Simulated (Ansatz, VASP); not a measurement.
## Two plane-wave programs on AlN

```
Al N
1.0
     0.00000    2.18868    2.18868
     2.18868    0.00000    2.18868
     2.18868    2.18868    0.00000
Al N
1 1
Direct
  0.00000 0.00000 0.00000
  0.75000 0.75000 0.75000
```

Alike in both runs: functional PBEsol; k mesh 10 × 10 × 10; occupations gaussian, width 0.02 eV; no spin polarisation.

Ansatz relaxed the structure, and its values are those at the end. VASP's run is a single point on that final structure, the one shown.

|  | VASP | Ansatz |
| --- | --- | --- |
| version | VASP 6.6.1 | Ansatz 0.2.0 |
| potentials or method | VASP PAW PBE potentials, release 64 (Al, N) | scalar-relativistic, plane waves, PAW |
| plane-wave cutoff (eV) | 520 | 420 |
| valence electrons in the cell | 8 | 8 |

Ansatz gave:

```
gap on the k mesh at the Fermi level (eV) : 3.19
least direct gap on the mesh (eV)         : 4.06
pressure (GPa)                            : 0.0
```

Problem. Estimate VASP's values.

Solution. gap on the k mesh at the Fermi level (eV): 3.18; least direct gap on the mesh (eV): 4.08; pressure (GPa): 0.0.

Caveats: the PAW data sets were made with another functional, which shifts forces and pressure a little (VASP). A k mesh can miss the band edges. A hybrid or GW would open this gap; PBEsol tends to underestimate it.
